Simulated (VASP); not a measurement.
## Li: relaxation of cell and atoms with PBE+D3(BJ)

The system is Li.

```xyz
1
Lattice="-1.6519 1.6519 1.6519 1.6519 -1.6519 1.6519 1.6519 1.6519 -1.6519" Properties=species:S:1:pos:R:3 pbc="T T T"
Li   -1.6519    1.6519    1.6519
```

- Program: VASP 6.6.1
- Task: relaxation of cell and atoms
- Functional: PBE
- Dispersion: D3(BJ)
- Potentials or basis: VASP PAW PBE potentials, release 64 (Li_sv)
- Cutoff: 600 eV
- k mesh: 18 × 18 × 18
- Occupations: methfessel-paxton, width 0.1 eV
- Spin: no spin polarisation
- Further INCAR settings: ALGO = Normal; EDIFF = 1e-07; IBRION = 2; EDIFFG = -0.005; NSW = 90; ISIF = 3

The relaxed volume is 18.18 Å³/atom. The relaxed cell is a = 2.869 Å, b = 2.869 Å, c = 2.869 Å, α = 109.47°, β = 109.47°, γ = 109.47°. The space group after relaxing (to 0.05 Å) is Im-3m (No. 229), the energy gained by relaxing is 0.1 meV/atom and the ionic steps are 3. The pressure after relaxing is 0.0 GPa, the band gap on the k mesh is none (metal or under the smearing width) and the dispersion energy per atom is -0.189 eV.

Final structure:
```yaml
crystal:
  lattice:
    - [-1.65636, 1.65636, 1.65636]
    - [1.65636, -1.65636, 1.65636]
    - [1.65636, 1.65636, -1.65636]
  atoms:
    - { symbol: Li, position: [0.00000, 0.00000, 0.00000] }
```

Levels at points of the mesh, in eV from the Fermi level:
| k point | band 1 | band 2 | band 3 | band 4 |
| --- | --- | --- | --- | --- |
| (0.00, 0.00, 0.00) | -46.35 | -3.71 | 15.78 | 15.78 |
| (0.50, 0.00, 0.00) | -46.32 | 0.21 | 3.63 | 11.17 |
| (0.50, 0.50, 0.50) | -46.30 | 5.92 | 5.92 | 5.92 |

Wall time 30 s on 1 thread of Intel(R) Xeon(R) Platinum 8259CL CPU @ 2.50GHz (Skylake/Cascade Lake), with other jobs on the host, peak memory 0.15 GiB.

Caveat: the cutoff is under 1.25 times the usual one of these potentials, so pressure, stress and relaxed cells hold a basis-set (Pulay) error; pairwise dispersion overbinds metals, which lowers pressure and volume. Zero-point motion and thermal expansion aren't in these numbers.
